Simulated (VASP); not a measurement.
Write the native input for VASP 6.6.1 that does the following.

```
Task                   : single point
Functional             : PBE
Potentials or basis    : VASP PAW PBE potentials, release 64 (Au)
Cutoff                 : 520 eV
k mesh                 : 16 × 16 × 10
Occupations            : gaussian, width 0.1 eV
Spin                   : no spin polarisation
Dipole correction      : no
Further INCAR settings : ALGO = Fast; EDIFF = 1e-07; NBANDS = 18
```

The structure of Au lies in POSCAR:

```
Au
1.0
    1.4113099650     -2.5559330250      0.0000000000
    1.4113099650      2.5559330250      0.0000000000
    0.0000000000      0.0000000000      4.8931696100
Au
2
Direct
    0.6653279700      0.3346720300      0.2500000000
    0.3346720300      0.6653279700      0.7500000000
```

This isn't the form of Au at room conditions, which is fcc.

One way to write it, as run:

INCAR

```
SYSTEM = Au
PREC = Accurate ; ENCUT = 520
EDIFF = 1E-7 ; ISMEAR = 0
SIGMA = 0.1 ; LREAL = .False.
LASPH = .True. ; NELM = 100
ALGO = Fast ; ISIF = 2
LWAVE = .False. ; LCHARG = .False.
GGA = PE ; NBANDS = 18
```

KPOINTS

```
regular mesh
0
Gamma
  16 16 10
  0 0 0
```

Potentials or basis: VASP PAW PBE potentials, release 64 (Au).

The run is started by

```sh
$ cat potpaw_PBE.64/Au/POTCAR > POTCAR
$ mpirun -np 1 vasp_std > vasp.out
```

Results of the run:

- Pressure: 2.9 GPa
- Largest force: 0.015 eV/Å
- Band gap on the k mesh: none (metal or under the smearing width)

It took 2.3 min on 1 thread of Intel(R) Xeon(R) Platinum 8488C (Sapphire Rapids), on a shared host, peak memory 0.33 GiB.
